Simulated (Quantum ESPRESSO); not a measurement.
# Pb (Fm-3m) in Quantum ESPRESSO: notebook

Runs on Pb. Level: PBE. Tasks: single point.

Program: Quantum ESPRESSO 7.5. These are calculated values, not measurements. Logs are shortened: lines on timing, memory, paths and dates and some standing lists are left out, and cuts for length are marked.

## Step 1: Starting point

The structure is cubic, space group Fm-3m (No. 225). Conventional cell: a = 4.950 Å, b = 4.950 Å, c = 4.950 Å, α = 90.00°, β = 90.00°, γ = 90.00°. Pb (site symmetry m-3m) is surrounded by 12 Pb at 3.50 Å.

## Step 2: Single point, PBE, non-collinear spin, zero start, spin-orbit coupling

scf.in

```
&CONTROL
  calculation = 'scf'
  prefix = 'pwscf'
  outdir = './tmp'
  pseudo_dir = './pseudo'
/
&SYSTEM
  ibrav = 0
  nat = 1
  ntyp = 1
  ecutwfc = 56
  nbnd = 26
  occupations = 'smearing'
  smearing = 'fd'
  degauss = 0.00367493
  noncolin = .true.
  lspinorb = .true.
  force_symmorphic = .true.
/
&ELECTRONS
  conv_thr = 2d-10
  electron_maxstep = 120
  mixing_beta = 0.5
/
ATOMIC_SPECIES
Pb   207.2000 Pb.upf
CELL_PARAMETERS angstrom
   0.0000000000    2.4750200000    2.4750200000
   2.4750200000    0.0000000000    2.4750200000
   2.4750200000    2.4750200000    0.0000000000
ATOMIC_POSITIONS angstrom
Pb     0.0000000000    0.0000000000    0.0000000000
K_POINTS automatic
14 14 14 0 0 0
```

nscf.in

```
&CONTROL
  calculation = 'nscf'
  prefix = 'pwscf'
  outdir = './tmp'
  pseudo_dir = './pseudo'
/
&SYSTEM
  ibrav = 0
  nat = 1
  ntyp = 1
  ecutwfc = 56
  nbnd = 64
  occupations = 'smearing'
  smearing = 'fd'
  degauss = 0.00367493
  noncolin = .true.
  lspinorb = .true.
  force_symmorphic = .true.
/
&ELECTRONS
  conv_thr = 1d-08
  diago_full_acc = .true.
  diago_thr_init = 1d-06
/
ATOMIC_SPECIES
Pb   207.2000 Pb.upf
CELL_PARAMETERS angstrom
   0.0000000000    2.4750200000    2.4750200000
   2.4750200000    0.0000000000    2.4750200000
   2.4750200000    2.4750200000    0.0000000000
ATOMIC_POSITIONS angstrom
Pb     0.0000000000    0.0000000000    0.0000000000
K_POINTS automatic
14 14 14 0 0 0
```

Potentials or basis: PseudoDojo 0.4 FR PBE standard.

Run with:

```sh
OMP_NUM_THREADS=1 pw.x -in scf.in > scf.out
OMP_NUM_THREADS=1 pw.x -in nscf.in > nscf.out
```

scf.out:

```text
This program is part of the open-source Quantum ESPRESSO suite
     for quantum simulation of materials; please cite
[... 9 lines left out ...]
     --------------------
     sticks:   dense  smooth     PW     G-vecs:    dense   smooth      PW
     Sum         673     673    211                11575    11575    2085

     Using Slab Decomposition

     bravais-lattice index     =            0
     lattice parameter (alat)  =       6.6144  a.u.
     unit-cell volume          =     204.6269 (a.u.)^3
     number of atoms/cell      =            1
     number of atomic types    =            1
     number of electrons       =        14.00
     number of Kohn-Sham states=           26
     kinetic-energy cutoff     =      56.0000  Ry
     charge density cutoff     =     224.0000  Ry
     scf convergence threshold =      2.0E-10
     mixing beta               =       0.5000
     number of iterations used =            8  plain     mixing
     Exchange-correlation= PBE
                           (   1   4   3   4   0   0   0)
     Non magnetic calculation with spin-orbit

     celldm(1)=   6.614432  celldm(2)=   0.000000  celldm(3)=   0.000000
     celldm(4)=   0.000000  celldm(5)=   0.000000  celldm(6)=   0.000000

[... 8 lines left out ...]
               b(3) = (  0.707107  0.707107 -0.707107 )

     PseudoPot. # 1 for Pb read from file:
     Pb.upf
     Pseudo is Norm-conserving + core correction, Zval = 14.0
     Generated using ONCVPSP code by D. R. Hamann
     Using radial grid of 1782 points, 10 beta functions with:
                l(1) =   0
                l(2) =   0
                l(3) =   1
                l(4) =   1
                l(5) =   1
                l(6) =   1
                l(7) =   2
                l(8) =   2
                l(9) =   2
               l(10) =   2

     atomic species   valence    mass     pseudopotential
     Pb               14.00   207.20000     Pb( 1.00)

     48 Sym. Ops., with inversion, found

   Cartesian axes

     site n.     atom                  positions (alat units)
         1        Pb     tau(   1) = (   0.0000000   0.0000000   0.0000000  )

     number of k points=   104  Fermi-Dirac smearing, width (Ry)=  0.0037

     Number of k-points >= 100: set verbosity='high' to print them.

     Dense  grid:    11575 G-vectors     FFT dimensions: (  32,  32,  32)

     Initial potential from superposition of free atoms

     starting charge      13.9974, renormalised to      14.0000
     Starting wfcs are   18 randomized atomic wfcs +    8 random wfcs

     Self-consistent Calculation

     iteration #  1     ecut=    56.00 Ry     beta= 0.50
     Davidson diagonalization with overlap
     ethr =  1.00E-02,  avg # of iterations =  5.0

     Threshold (ethr) on eigenvalues was too large:
     Diagonalizing with lowered threshold

     Davidson diagonalization with overlap
     ethr =  1.12E-05,  avg # of iterations =  9.4

     total energy              =    -140.47545619 Ry
     estimated scf accuracy    <       0.00163812 Ry

     iteration #  2     ecut=    56.00 Ry     beta= 0.50
     Davidson diagonalization with overlap
     ethr =  1.17E-05,  avg # of iterations =  2.1

     total energy              =    -140.47570649 Ry
     estimated scf accuracy    <       0.00007912 Ry

     iteration #  3     ecut=    56.00 Ry     beta= 0.50
     Davidson diagonalization with overlap
     ethr =  5.65E-07,  avg # of iterations =  2.5

     total energy              =    -140.47571903 Ry
     estimated scf accuracy    <       0.00001113 Ry

     iteration #  4     ecut=    56.00 Ry     beta= 0.50
     Davidson diagonalization with overlap
     ethr =  7.95E-08,  avg # of iterations =  1.0

     total energy              =    -140.47571951 Ry
     estimated scf accuracy    <       0.00000009 Ry

     iteration #  5     ecut=    56.00 Ry     beta= 0.50
     Davidson diagonalization with overlap
     ethr =  6.38E-10,  avg # of iterations =  3.2

     total energy              =    -140.47571956 Ry
     estimated scf accuracy    <          8.2E-09 Ry

     iteration #  6     ecut=    56.00 Ry     beta= 0.50
     Davidson diagonalization with overlap
     ethr =  5.84E-11,  avg # of iterations =  2.0

     total energy              =    -140.47571956 Ry
     estimated scf accuracy    <          2.2E-09 Ry

     iteration #  7     ecut=    56.00 Ry     beta= 0.50
     Davidson diagonalization with overlap
     ethr =  1.57E-11,  avg # of iterations =  1.0

     End of self-consistent calculation

     Number of k-points >= 100: set verbosity='high' to print the bands.

     the Fermi energy is    11.3189 ev

!    total energy              =    -140.47571956 Ry
     estimated scf accuracy    <          9.0E-11 Ry
     smearing contrib. (-TS)   =      -0.00020243 Ry
     internal energy E=F+TS    =    -140.47551713 Ry

     The total energy is F=E-TS. E is the sum of the following terms:
     one-electron contribution =     -29.83720291 Ry
     hartree contribution      =      25.19420036 Ry
     xc contribution           =     -39.76539445 Ry
     ewald contribution        =     -96.06712013 Ry

     convergence has been achieved in   7 iterations

=------------------------------------------------------------------------------=
   JOB DONE.
=------------------------------------------------------------------------------=
```

nscf.out:

```text
This program is part of the open-source Quantum ESPRESSO suite
     for quantum simulation of materials; please cite
         "P. Giannozzi et al., J. Phys.:Condens. Matter 21 395502 (2009);
         "P. Giannozzi et al., J. Phys.:Condens. Matter 29 465901 (2017);
         "P. Giannozzi et al., J. Chem. Phys. 152 154105 (2020);
     in publications or presentations arising from this work. More details at

[... 80 lines left out ...]

     Number of k-points >= 100: set verbosity='high' to print the bands.

     the Fermi energy is    11.3188 ev
     (compare with:    11.3189 eV, computed in scf)

=------------------------------------------------------------------------------=
   JOB DONE.
=------------------------------------------------------------------------------=
```

Wall time 3.3 min (1 thread of Arm Neoverse V1, shared host); peak memory 0.17 GiB.

Results:

```
Band gap on the k mesh, mean-field level : none (metal or under the smearing width)
```

## Step 3: Single point, PBE (volume scaled by 1.08)

scf.in

```
&CONTROL
  calculation = 'scf'
  prefix = 'pwscf'
  outdir = './tmp'
  pseudo_dir = './pseudo'
/
&SYSTEM
  ibrav = 0
  nat = 1
  ntyp = 1
  ecutwfc = 70
  nbnd = 13
  occupations = 'smearing'
  smearing = 'fd'
  degauss = 0.00367493
  force_symmorphic = .true.
/
&ELECTRONS
  conv_thr = 2d-10
  electron_maxstep = 120
  mixing_beta = 0.5
/
ATOMIC_SPECIES
Pb   207.2000 Pb_ONCV_PBE-1.2.upf
CELL_PARAMETERS bohr
   0.0000000000    4.7986473117    4.7986473117
   4.7986473117    0.0000000000    4.7986473117
   4.7986473117    4.7986473117    0.0000000000
ATOMIC_POSITIONS bohr
Pb     0.0000000000    0.0000000000    0.0000000000
K_POINTS automatic
10 10 10 0 0 0
```

nscf.in

```
&CONTROL
  calculation = 'nscf'
  prefix = 'pwscf'
  outdir = './tmp'
  pseudo_dir = './pseudo'
/
&SYSTEM
  ibrav = 0
  nat = 1
  ntyp = 1
  ecutwfc = 70
  nbnd = 127
  occupations = 'smearing'
  smearing = 'fd'
  degauss = 0.00367493
  force_symmorphic = .true.
/
&ELECTRONS
  conv_thr = 1d-08
  diago_full_acc = .true.
  diago_thr_init = 1d-06
/
ATOMIC_SPECIES
Pb   207.2000 Pb_ONCV_PBE-1.2.upf
CELL_PARAMETERS bohr
   0.0000000000    4.7986473117    4.7986473117
   4.7986473117    0.0000000000    4.7986473117
   4.7986473117    4.7986473117    0.0000000000
ATOMIC_POSITIONS bohr
Pb     0.0000000000    0.0000000000    0.0000000000
K_POINTS automatic
6 6 6 0 0 0
```

Potentials or basis: SG15 PBE 1.2.

Run with:

```sh
OMP_NUM_THREADS=1 pw.x -in scf.in > scf.out
OMP_NUM_THREADS=1 pw.x -in nscf.in > nscf.out
```

scf.out:

```text
This program is part of the open-source Quantum ESPRESSO suite
     for quantum simulation of materials; please cite
[... 9 lines left out ...]
     --------------------
     sticks:   dense  smooth     PW     G-vecs:    dense   smooth      PW
     Sum         889     889    265                17477    17477    2891

     Using Slab Decomposition

     bravais-lattice index     =            0
     lattice parameter (alat)  =       6.7863  a.u.
     unit-cell volume          =     220.9971 (a.u.)^3
     number of atoms/cell      =            1
     number of atomic types    =            1
     number of electrons       =        14.00
     number of Kohn-Sham states=           13
     kinetic-energy cutoff     =      70.0000  Ry
     charge density cutoff     =     280.0000  Ry
     scf convergence threshold =      2.0E-10
     mixing beta               =       0.5000
     number of iterations used =            8  plain     mixing
     Exchange-correlation= PBE
                           (   1   4   3   4   0   0   0)

     celldm(1)=   6.786312  celldm(2)=   0.000000  celldm(3)=   0.000000
     celldm(4)=   0.000000  celldm(5)=   0.000000  celldm(6)=   0.000000

[... 8 lines left out ...]
               b(3) = (  0.707107  0.707107 -0.707107 )

     PseudoPot. # 1 for Pb read from file:
     Pb_ONCV_PBE-1.2.upf
     Pseudo is Norm-conserving, Zval = 14.0
     Generated using ONCVPSP code by D. R. Hamann
     Using radial grid of  602 points,  8 beta functions with:
                l(1) =   0
                l(2) =   0
                l(3) =   1
                l(4) =   1
                l(5) =   2
                l(6) =   2
                l(7) =   3
                l(8) =   3

     atomic species   valence    mass     pseudopotential
     Pb               14.00   207.20000     Pb( 1.00)

     48 Sym. Ops., with inversion, found

   Cartesian axes

     site n.     atom                  positions (alat units)
         1        Pb     tau(   1) = (   0.0000000   0.0000000   0.0000000  )

     number of k points=    47  Fermi-Dirac smearing, width (Ry)=  0.0037
                       cart. coord. in units 2pi/alat
        k(    1) = (   0.0000000   0.0000000   0.0000000), wk =   0.0020000
        k(    2) = (   0.0707107   0.0707107  -0.0707107), wk =   0.0160000
        k(    3) = (   0.1414214   0.1414214  -0.1414214), wk =   0.0160000
        k(    4) = (   0.2121320   0.2121320  -0.2121320), wk =   0.0160000
        k(    5) = (   0.2828427   0.2828427  -0.2828427), wk =   0.0160000
        k(    6) = (  -0.3535534  -0.3535534   0.3535534), wk =   0.0080000
[... 39 lines left out ...]
        k(   46) = (  -0.0707107  -0.3535534   0.6363961), wk =   0.0480000
        k(   47) = (  -0.7071068   0.2828427   0.0000000), wk =   0.0240000

     Dense  grid:    17477 G-vectors     FFT dimensions: (  40,  40,  40)

     Initial potential from superposition of free atoms

     starting charge      13.8979, renormalised to      14.0000
     Starting wfcs are random

     Self-consistent Calculation

     iteration #  1     ecut=    70.00 Ry     beta= 0.50
     Davidson diagonalization with overlap
     ethr =  1.00E-02,  avg # of iterations =  7.8

     Threshold (ethr) on eigenvalues was too large:
     Diagonalizing with lowered threshold

     Davidson diagonalization with overlap
     ethr =  8.38E-05,  avg # of iterations =  5.8

     total energy              =    -112.89470048 Ry
     estimated scf accuracy    <       0.00839067 Ry

     iteration #  2     ecut=    70.00 Ry     beta= 0.50
     Davidson diagonalization with overlap
     ethr =  5.99E-05,  avg # of iterations =  2.0

     total energy              =    -112.89579157 Ry
     estimated scf accuracy    <       0.00041487 Ry

     iteration #  3     ecut=    70.00 Ry     beta= 0.50
     Davidson diagonalization with overlap
     c_bands:  2 eigenvalues not converged
     ethr =  2.96E-06,  avg # of iterations =  6.2

     total energy              =    -112.89585650 Ry
     estimated scf accuracy    <       0.00003945 Ry

     iteration #  4     ecut=    70.00 Ry     beta= 0.50
     Davidson diagonalization with overlap
     ethr =  2.82E-07,  avg # of iterations =  1.0

     total energy              =    -112.89585813 Ry
     estimated scf accuracy    <       0.00000013 Ry

     iteration #  5     ecut=    70.00 Ry     beta= 0.50
     Davidson diagonalization with overlap
     ethr =  8.97E-10,  avg # of iterations =  2.1

     total energy              =    -112.89585820 Ry
     estimated scf accuracy    <       0.00000002 Ry

     iteration #  6     ecut=    70.00 Ry     beta= 0.50
     Davidson diagonalization with overlap
     ethr =  1.69E-10,  avg # of iterations =  2.0

     total energy              =    -112.89585820 Ry
     estimated scf accuracy    <       0.00000001 Ry

     iteration #  7     ecut=    70.00 Ry     beta= 0.50
     Davidson diagonalization with overlap
     ethr =  9.34E-11,  avg # of iterations =  1.9

     total energy              =    -112.89585820 Ry
     estimated scf accuracy    <          2.4E-10 Ry

     iteration #  8     ecut=    70.00 Ry     beta= 0.50
     Davidson diagonalization with overlap
     ethr =  1.69E-12,  avg # of iterations =  2.0

     End of self-consistent calculation

          k = 0.0000 0.0000 0.0000 (  2133 PWs)   bands (ev):

    -5.9005  -5.9005  -5.9005  -5.7903  -5.7903  -0.1192  17.9568  17.9568
    17.9568  20.8423  21.5046  23.0888  23.0888

          k = 0.0707 0.0707-0.0707 (  2169 PWs)   bands (ev):

    -5.9003  -5.8896  -5.8896  -5.7904  -5.7904   0.0578  16.0743  17.7461
    17.7461  20.3745  22.4885  23.4643  23.4644

          k = 0.1414 0.1414-0.1414 (  2163 PWs)   bands (ev):

    -5.9014  -5.8730  -5.8730  -5.7784  -5.7784   0.5855  13.1702  17.2725
    17.2725  19.9126  22.9519  23.4650  23.4651

          k = 0.2121 0.2121-0.2121 (  2178 PWs)   bands (ev):

    -5.9059  -5.8756  -5.8756  -5.7398  -5.7398   1.4346  10.4701  16.7802
    16.7802  19.7081  21.7119  22.6285  22.6285

          k = 0.2828 0.2828-0.2828 (  2195 PWs)   bands (ev):

    -5.9117  -5.8862  -5.8862  -5.6995  -5.6995   2.4646   8.2961  16.4266
    16.4266  19.7583  20.7928  22.0892  22.0892

          k =-0.3536-0.3536 0.3536 (  2186 PWs)   bands (ev):

    -5.9144  -5.8911  -5.8911  -5.6831  -5.6831   3.0720   7.3032  16.2990
    16.2990  19.9449  20.3177  21.9082  21.9082

          k = 0.1414-0.0000 0.0000 (  2161 PWs)   bands (ev):
[... 99 lines left out ...]
          k =-0.0000-0.4243 0.4243 (  2193 PWs)   bands (ev):

    -5.9224  -5.8134  -5.7819  -5.7731  -5.7357   3.4939   9.4452  10.4204
    15.1536  18.2722  24.8987  25.3332  25.4126

          k = 0.5657-0.0000 0.0000 (  2176 PWs)   bands (ev):

    -6.0144  -5.9341  -5.7015  -5.6805  -5.6805   3.3818   9.4238  13.3958
    13.3958  16.6402  17.7151  28.8821  29.5342

          k =-0.0707-0.6364 0.6364 (  2189 PWs)   bands (ev):

    -6.0080  -5.9368  -5.7054  -5.6759  -5.6647   4.0531   8.6377  12.2326
    13.3137  16.8378  18.4870  28.2480  28.8935

          k = 0.0000-0.5657 0.5657 (  2199 PWs)   bands (ev):

    -5.9788  -5.9024  -5.7231  -5.7083  -5.6775   4.3015   8.7500  10.6516
    13.6492  17.1683  20.6939  27.4381  28.1270

          k =-0.7071 0.0000 0.0000 (  2200 PWs)   bands (ev):

    -6.0263  -5.9519  -5.6920  -5.6559  -5.6559   4.3036   8.1646  13.1026
    13.1026  16.3040  17.5617  28.8999  30.5315

          k = 0.2828 0.1414 0.0000 (  2182 PWs)   bands (ev):

    -5.9236  -5.8548  -5.8218  -5.8174  -5.7426   1.0486  12.8445  14.5261
    16.7193  20.2821  20.4269  23.5391  24.9160

          k = 0.3536 0.2121-0.0707 (  2175 PWs)   bands (ev):

    -5.9144  -5.8694  -5.8258  -5.7784  -5.7143   1.8767  10.7322  13.6300
    15.9827  19.8071  21.5268  22.8499  24.6446

          k =-0.2828-0.4243 0.5657 (  2180 PWs)   bands (ev):

    -5.9038  -5.8833  -5.8298  -5.7448  -5.6945   2.8586   8.7569  13.3553
    15.2344  19.5212  21.5392  24.1553  24.7462

          k =-0.2121-0.3536 0.4950 (  2192 PWs)   bands (ev):

    -5.8985  -5.8909  -5.8296  -5.7317  -5.6880   3.4170   7.8506  13.3105
    14.9243  19.4377  21.3554  24.6166  25.3945

          k = 0.4243 0.1414-0.0000 (  2177 PWs)   bands (ev):

    -5.9564  -5.8800  -5.7888  -5.7454  -5.7073   2.1610  11.1222  13.2590
    14.4861  18.8304  19.5103  24.6633  27.6391

          k =-0.2121-0.4950 0.6364 (  2188 PWs)   bands (ev):

    -5.9390  -5.8816  -5.7948  -5.7310  -5.6901   3.0670   9.6351  12.2546
    13.7810  18.9095  21.1801  23.6625  27.4539

          k =-0.1414-0.4243 0.5657 (  2196 PWs)   bands (ev):
[... 9 lines left out ...]
          k = 0.0000-0.2828 0.4243 (  2191 PWs)   bands (ev):

    -5.8868  -5.8867  -5.8115  -5.7484  -5.7228   2.7259  10.0609  11.7070
    15.0432  20.0591  22.0922  22.5402  26.2470

          k =-0.1414-0.5657 0.7071 (  2194 PWs)   bands (ev):

    -5.9833  -5.9173  -5.7398  -5.6895  -5.6811   3.5122   9.4343  12.4447
    12.8711  17.9956  19.0076  26.0919  29.0323

          k =-0.0707-0.4950 0.6364 (  2199 PWs)   bands (ev):

    -5.9558  -5.8978  -5.7532  -5.7208  -5.6678   4.1452   8.9921  10.9571
    12.7639  18.4855  20.8509  25.2197  27.1296

          k = 0.0000-0.4243 0.5657 (  2198 PWs)   bands (ev):

    -5.9303  -5.8408  -5.7925  -5.7534  -5.6836   4.1462   9.5935   9.6937
    13.2738  18.9299  23.4587  24.6124  24.6814

          k =-0.7071 0.1414 0.0000 (  2194 PWs)   bands (ev):

    -5.9936  -5.9329  -5.7084  -5.6943  -5.6559   4.3337   8.4587  12.1645
    12.3475  17.7331  18.8384  27.4911  28.0331

          k =-0.1414-0.4243 0.7071 (  2188 PWs)   bands (ev):

    -5.8999  -5.8903  -5.8042  -5.7317  -5.6825   3.8313   9.4301  10.8968
    12.6724  20.4276  21.5861  22.8721  26.5676

          k =-0.0707-0.3536 0.6364 (  2200 PWs)   bands (ev):

    -5.8949  -5.8564  -5.8245  -5.7539  -5.6685   4.2054   9.3272  10.3859
    12.2283  20.7368  22.3562  23.7779  24.0926

          k =-0.7071 0.2828 0.0000 (  2188 PWs)   bands (ev):

    -5.9056  -5.8939  -5.7915  -5.7433  -5.6559   4.3844   9.3089  10.6185
    11.5730  20.4504  21.4062  24.4222  24.4495

     the Fermi energy is    11.1411 ev

!    total energy              =    -112.89585820 Ry
     estimated scf accuracy    <          2.3E-11 Ry
     smearing contrib. (-TS)   =      -0.00037315 Ry
     internal energy E=F+TS    =    -112.89548504 Ry

     The total energy is F=E-TS. E is the sum of the following terms:
     one-electron contribution =     -26.24659792 Ry
     hartree contribution      =      20.98360662 Ry
     xc contribution           =     -13.99850606 Ry
     ewald contribution        =     -93.63398768 Ry

     convergence has been achieved in   8 iterations

=------------------------------------------------------------------------------=
   JOB DONE.
=------------------------------------------------------------------------------=
```

It took 55 s on 1 thread of Arm Neoverse V2, shared host; peak memory 0.06 GiB.

What came out:

| Quantity | Value |
| --- | --- |
| Band gap on the k mesh, mean-field level | none (metal or under the smearing width) |

Levels at points of the mesh, in eV from the Fermi level:
```
             k point  band 4  band 5  band 6  band 7  band 8  band 9  band 10  band 11
  (0.00, 0.00, 0.00)  -17.00  -17.00  -11.33    6.74    6.74    6.74     9.63    10.29
 (0.00, 0.00, -0.50)  -16.90  -16.90   -8.14   -3.91    5.08    5.08     8.73     9.10
(0.00, -0.50, -0.50)  -16.87  -16.87   -6.91   -3.05    1.89    1.89     5.09     6.35
```

Spin-orbit coupling is left out, which matters for the levels of Pb.
